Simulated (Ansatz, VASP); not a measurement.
**One calculation of MgB, two programs**

The input INCAR:

```
SYSTEM = MgB
PREC = Accurate
ENCUT = 520
EDIFF = 1E-6
ISMEAR = -1
SIGMA = 0.05
LREAL = .FALSE.
LASPH = .TRUE.
NELM = 100
ALGO = Normal
ISIF = 2
LWAVE = .FALSE.
LCHARG = .FALSE.
GGA = PE
NBANDS = 10
```

File KPOINTS:

```
Automatic mesh
0
G
  9 9 9
  0 0 0
```

POSCAR

```
MgB
1.0
    2.8951500000      0.0000000000      0.0000000000
    0.0000000000      2.8951500000      0.0000000000
    0.0000000000      0.0000000000      2.8951500000
Mg B
1 1
Direct
   -0.0052070000      0.0042900000     -0.0039160000
    0.5067340000      0.4856170000      0.5027170000
```

The input input.yaml:

```yaml
crystal:
  lattice:
    - [2.89515, 0.0, 0.0]
    - [0.0, 2.89515, 0.0]
    - [0.0, 0.0, 2.89515]
  atoms:
    - { symbol: Mg, position: [-0.005207, 0.00429, -0.003916] }
    - { symbol: B, position: [0.506734, 0.485617, 0.502717] }
kpoints:
  mp_grid: { grid: [9, 9, 9] }
scf:
  occupations: { method: fermi_dirac, width: 0.05 }
hamiltonian:
  xc: pbe
  pseudopotentials: { kind: all_electron, lapw: { basis_error: 0.001 } }
output:
  forces: true
  stress: true
  eigenvalues: true
  populations: true
```

Change from the starting cell: atoms moved at random, drawn with an rms of 0.05 Å.

Alike in both runs: task single point; functional PBE; k mesh 9 × 9 × 9; occupations fermi-dirac, width 0.05 eV; no spin polarisation.

```csv
,VASP,Ansatz
version,VASP 6.6.1,Ansatz 0.2.0
potentials or method,"VASP PAW PBE potentials, release 64 (Mg, B)","all-electron LAPW, scalar-relativistic"
plane-wave cutoff (eV),520,see its input
```

VASP gave:

- gap on the k mesh at the Fermi level (eV): none
- pressure (GPa): 0.1
- largest component of the traceless stress (GPa): 0.19
- rms of the force components (eV/Å): 0.161

Task: What did Ansatz give for the same quantities?

Result: gap on the k mesh at the Fermi level (eV): none; pressure (GPa): 0.3; largest component of the traceless stress (GPa): 0.19; rms of the force components (eV/Å): 0.160.

Atom by atom the forces differ by 0.001 eV/Å (rms over components). A gap of «none» marks a metal or a gap that the smearing closes. Ansatz ran all-electron here, so the differences hold the error of VASP's frozen core and of both bases.
